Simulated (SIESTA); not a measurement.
The system is Ru.

```
Ru
1.0
     2.70580    0.00000    0.00000
    -1.35290    2.34329    0.00000
     0.00000    0.00000    4.28190
Ru
2
Direct
  0.66667 0.33333 0.75000
  0.33333 0.66667 0.25000
```

Base run:

* Program: SIESTA 5.4.2
* Functional: PBE
* Potentials or basis: PseudoDojo 0.4 standard (PBE files)
* Basis: TZP (energy shift 0.003 Ry; two zetas on semicore shells)
* Grid cutoff: 800 Ry
* Energy shift: 0.003 Ry
* k mesh: 11 × 11 × 6
* Occupations: fermi-dirac, width 0.05 eV
* Spin: no spin polarisation

Its results: band gap on the k mesh none (metal or under the smearing width); pressure 7.4 GPa.

After a change of settings the same cell gave: band gap on the k mesh none (metal or under the smearing width); pressure 6.5 GPa. Which change was it?
A. basis from TZP (energy shift 0.003 Ry; two zetas on semicore shells) to TZDP (energy shift 0.003 Ry; two zetas on semicore shells)
B. basis from TZP (energy shift 0.003 Ry; two zetas on semicore shells) to DZ (energy shift 0.003 Ry; two zetas on semicore shells)
C. basis from TZP (energy shift 0.003 Ry; two zetas on semicore shells) to DZDP (energy shift 0.003 Ry; two zetas on semicore shells)
D. basis from TZP (energy shift 0.003 Ry; two zetas on semicore shells) to DZP (energy shift 0.003 Ry; two zetas on semicore shells)

B.

Caveats: the basis of atomic orbitals isn't converged, which shifts pressures, moduli and gaps; the basis has no polarisation orbitals (some runs).
